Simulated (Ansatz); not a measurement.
A run of Ansatz 0.2.0 is set up as follows.

Contents of input.yaml:

```yaml
crystal:
  lattice:
    - [3.113, 0.0, 0.0]
    - [-1.5565, 2.695937082, 0.0]
    - [0.0, 0.0, 4.981]
  atoms:
    - { symbol: Al, position: [0.6666666667, 0.3333333333, 0.5] }
    - { symbol: Al, position: [0.3333333333, 0.6666666667, 0.0] }
    - { symbol: "N", position: [0.6666666667, 0.3333333333, 0.88] }
    - { symbol: "N", position: [0.3333333333, 0.6666666667, 0.38] }
hamiltonian:
  xc: rpbe
  pseudopotentials: { kind: paw }
kpoints:
  mp_grid: { grid: [7, 7, 5] }
scf:
  occupations: { method: fermi_dirac, width: 0.05 }
output:
  forces: true
  stress: true
  eigenvalues: true
relax:
  f_tol: 0.01
  max_steps: 40
  cell: { stress_tol: 0.05 }
```

Potentials or basis: Ansatz PAW.

Launch:

```console
$ ansatz run input.yaml --threads 2 --pin off --max-ram 5632MiB --backend cpu --events-out ev --progress --plain --runs-dir out
```

(1) What does it give for the relaxed cell?

(2) What does it give for the band gap on the k mesh?

(3) What does it give for the relaxed volume?

Results:

(1) a = 3.149 Å, b = 3.149 Å, c = 5.049 Å, α = 90.00°, β = 90.00°, γ = 120.00°.

(2) 3.91 eV, direct.

(3) 10.84 Å³/atom.

Caveat: odd divisions of the mesh miss points on the zone boundary, where band edges often lie, so the gap on the mesh can be too wide; the plane-wave basis is chosen anew once the cell has moved, so the energies of steps on either side of that aren't comparable; the pressure holds a Pulay correction of +0.4 GPa for the finite cutoff; the PAW data sets come from PBE, with cores solved anew for the run's functional, which leaves a small shift of forces and pressure.
